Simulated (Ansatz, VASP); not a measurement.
## PtSe2: VASP beside Ansatz

```
Pt Se
1.0
     3.61120    0.00000    0.00000
    -1.80560    3.22911    0.00000
     0.00000    0.00000    5.27716
Pt Se
1 2
Direct
  0.00000 0.00000 0.00000
  0.33037 0.66075 0.25145
  0.66963 0.33925 0.74855
```

Change from the starting cell: uniaxial_x strain -3.1%.

Alike in both runs: task single point; functional PBE; k mesh 12 × 12 × 6; occupations fermi-dirac, width 0.02 eV; no spin polarisation.

|  | VASP | Ansatz |
| --- | --- | --- |
| version | VASP 6.6.1 | Ansatz 0.2.0 |
| potentials or method | VASP PAW PBE potentials, release 64 (Pt, Se) | plane waves, PAW |
| plane-wave cutoff (eV) | 520 | 420 |
| valence electrons in the cell | 22 | 50 |

Ansatz gave:

- pressure (GPa): 6.8
- largest component of the traceless stress (GPa): 3.27
- rms of the force components (eV/Å): 0.095

Problem. Which values does VASP return?

Solution. Pressure (GPa): 6.8; largest component of the traceless stress (GPa): 3.26; rms of the force components (eV/Å): 0.098.

Atom by atom the forces differ by 0.002 eV/Å (rms over components). The two sets of potentials don't hold the same shells in valence.

Spin-orbit coupling is left out, which matters for the levels of Pt.
